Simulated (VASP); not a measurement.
Runs of VASP 6.6.1 on CsI. It takes space group Pm-3m (No. 221, cubic). Conventional cell: a = 4.567 Å, b = 4.567 Å, c = 4.567 Å, α = 90.00°, β = 90.00°, γ = 90.00°. Around Cs (site symmetry m-3m) lie 8 I at 3.95 Å. I (site symmetry m-3m) is surrounded by 8 Cs at 3.95 Å. 

```csv
task,cell,k mesh,cutoff (eV),smearing,gap on the mesh (eV),pressure (GPa),relaxed volume (Å³/atom)
relaxation of cell and atoms,relaxed,6 × 6 × 6,600,gaussian 0.02 eV,3.67,0.0,50.95
single point,"Pm-3m, 50.79 Å³/atom",6 × 6 × 6,520,gaussian 0.02 eV,3.68,0.0,-
single point,cell and atoms relaxed tightly for response,6 × 6 × 6,520,gaussian 0.01 eV,3.68,0.0,-
relaxation of cell and atoms,relaxed from: cell and atoms relaxed tightly for response,6 × 6 × 6,600,gaussian 0.01 eV,3.67,0.0,50.92
single point,"Pm-3m, 47.62 Å³/atom",4 × 4 × 4,520,gaussian 0.1 eV,3.87,(a),-
```

Alike in all rows: level PBE; potentials or basis VASP PAW PBE potentials, release 64 (Cs_sv, I); no spin polarisation.

Problem. Estimate the missing entries.

Solution. (a) 0.8.

Caveats: spin-orbit coupling is left out, which moves the levels of the heavy elements.

A k mesh can miss the band edges, and the runs leave out spin-orbit coupling on Cs, I.
